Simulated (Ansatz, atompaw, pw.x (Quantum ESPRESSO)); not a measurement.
## From atom to crystal: PAW (atompaw) potential for lithium

atompaw 4.2.0.5 input, output lines left out:

```
Li 3
GGA-PBE scalarrelativistic loggrid 1500 logderivrange -2 5 176
2 2 0 0 0 0
2 0 0.75
2 1 0.25
0 0 0
c
v
v
2
3.00 2.55 2.45 2.60
y
0.15
n
y
2.1
n
y
-0.05
n
custom polynom vanderbiltortho sinc
bessel
3.00
3.00
3.00
3.00
3.00
```

Atomic tests: cutoffs needed: 6 Ry and 6 Ry (the cutoffs (Ry, on a coarse ladder) from which the occupation-weighted sum of valence levels, in a spherical-Bessel basis at the reference potential, stays within 10 and 1 mRy of its value at 400 Ry); ghost test: no extra level below or beside the all-electron valence levels (s, p, d, f tested) (spherical-Bessel basis up to 400 Ry, 20 bohr box); lowest eigenvalue of the overlap operator: 0.46 (s channel).

Crystal test: diamond Li in pw.x 7.5, no spin, 8³ k-points, Fermi–Dirac smearing 0.01 Ry, cutoffs 40/400 Ry. The reference is all-electron LAPW (Ansatz 0.2.0) with the same functional, mesh and smearing; V0 and B0 come from Birch–Murnaghan fits to the pressures at five volumes. Errors are pseudo minus all-electron; Δ is the rms difference of the E(V) curves that follow from these fits, minima aligned, over ±6 % about the mean V0. Mesh and smearing are coarse, so the numbers serve the comparison and aren't converged zero-temperature values; the lattice is a test structure that the element need not adopt.

All-electron: a0 = 5.932 Å (V0 = 26.09 Å³/atom), B0 = 5.4 GPa.

Task: How far does the potential miss the all-electron equation of state?

Result: mean pressure error (GPa): +0.02; a0 (Å): 5.940; a0 error (%): +0.14; B0 error (%): -0.0; Δ (meV/atom): 0.1. The largest radius (3.00 bohr) exceeds half the bond length (2.43 bohr), so the spheres overlap, which is one possible source of error among others.

```csv
V (Å³/atom),P all-electron (GPa),P pseudo (GPa)
24.857,0.28,0.30
25.511,0.12,0.15
26.165,-0.02,0.01
26.819,-0.14,-0.12
27.473,-0.26,-0.24
```

Task: At the middle volume, how do free energy and pressure move when the wave cutoff is lowered (ecutrho held at 400 Ry)?

Result:

```
cutoff (Ry)  shift of F (meV/atom)  shift of P (GPa)
         18                   +0.0             +0.00
         24                   +0.0             +0.00
         32                   +0.0             +0.00
```

The run at the middle volume (29 k-points, 7 iterations) took about 7.5 s on one core of a shared host (Intel(R) Xeon(R) 6975P-C, 192 threads, 1512 GiB, load 50).
